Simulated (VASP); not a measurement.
Write the native input for VASP 6.6.1 that does the following.

| Quantity | Value |
| --- | --- |
| Task | single point |
| Functional | PBEsol |
| Potentials or basis | VASP PAW PBE potentials, release 64 (Sb) |
| Cutoff | 520 eV |
| k mesh | 24 × 24 × 24 |
| Occupations | gaussian, width 0.15 eV |
| Spin | no spin polarisation |
| Dipole correction | no |
| Further INCAR settings | ALGO = Fast; EDIFF = 1e-07; NBANDS = 8 |

The structure of Sb lies in POSCAR:

```
Sb
1.0
   -1.4835811133      1.4835811133      3.0624381264
    1.4835811133     -1.4835811133      3.0624381264
    1.4835811133      1.4835811133     -3.0624381264
Sb
1
Direct
    0.0000000000      0.0000000000      0.0000000000
```

This isn't the form of Sb at room conditions, which is rhombohedral.

These files were run (other wordings do the same):

INCAR

```
PREC = Accurate
ENCUT = 520
EDIFF = 1E-7
ISMEAR = 0
SIGMA = 0.15
LREAL = False
LASPH = True
NELM = 100
ALGO = Fast
ISIF = 2
LWAVE = False
LCHARG = False
GGA = PS
NBANDS = 8
```

KPOINTS

```
regular mesh
0
Gamma
  24 24 24
```

Potentials or basis: VASP PAW PBE potentials, release 64 (Sb).

Launch:

```bash
$ cat potpaw_PBE.64/Sb/POTCAR > POTCAR
$ mpirun -np 1 vasp_std > vasp.out
```

It gave:

The pressure is 2.5 GPa and the band gap on the k mesh is none (metal or under the smearing width).

Caveat: the PAW data sets were made with another functional, which shifts forces and pressure a little.

It took 100 s on 1 thread of Intel(R) Xeon(R) 6975P-C (Granite Rapids), with other jobs on the host, peak memory 0.35 GiB.
